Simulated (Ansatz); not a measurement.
# TiTe: phonons with PBEsol

TiTe:

```
Te Ti
1.0
     3.84200    0.00000    0.00000
    -1.92100    3.32727    0.00000
     0.00000    0.00000    6.40300
Te Ti
2 2
Direct
  0.66667 0.33333 0.75000
  0.33333 0.66667 0.25000
  0.00000 0.00000 0.50000
  0.00000 0.00000 0.00000
```

```
Program             : Ansatz 0.2.0
Task                : phonons
Functional          : PBEsol
Potentials or basis : all-electron LAPW, scalar-relativistic
Cutoff              : 247 eV (chosen from the basis error)
Basis error allowed : 0.002 eV/atom
k mesh              : 8 × 8 × 4
Occupations         : fermi-dirac, width 0.05 eV
Spin                : no spin polarisation
```

```json
{
 "Band gap on the k mesh": "none (metal or under the smearing width)",
 "Highest phonon frequency at Γ": "259 cm⁻¹"
}
```

Levels at points of the mesh, in eV from the Fermi level:
```
             k point  band 32  band 33  band 34  band 35  band 36  band 37  band 38  band 39  band 40  band 41
  (0.00, 0.00, 0.00)    -1.69    -1.08    -0.87    -0.87    -0.58    -0.58    -0.43    -0.43     0.95     0.95
 (0.00, 0.00, -0.50)    -2.91    -2.91    -2.91    -0.05    -0.05    -0.05    -0.05     0.28     0.28     2.56
 (0.00, -0.50, 0.00)    -4.52    -3.83    -3.04    -1.93    -0.09     0.55     0.69     0.81     1.14     1.39
(0.00, -0.50, -0.50)    -3.82    -3.48    -3.48    -0.94    -0.94     0.84     0.84     1.07     1.07     1.80
```

Phonon frequencies in cm⁻¹ (negative: imaginary):
```tsv
q point	frequencies
(0.000, 0.000, 0.000)	0 0 0 143 143 172 227 233 233 236 236 259
```

Run time: 2.5 min on 2 threads of Arm Neoverse V2 (shared host), peak memory 0.89 GiB.

Caveat: a metal's response needs a denser mesh. The run has no spin-orbit coupling, so splittings on Te are missing.
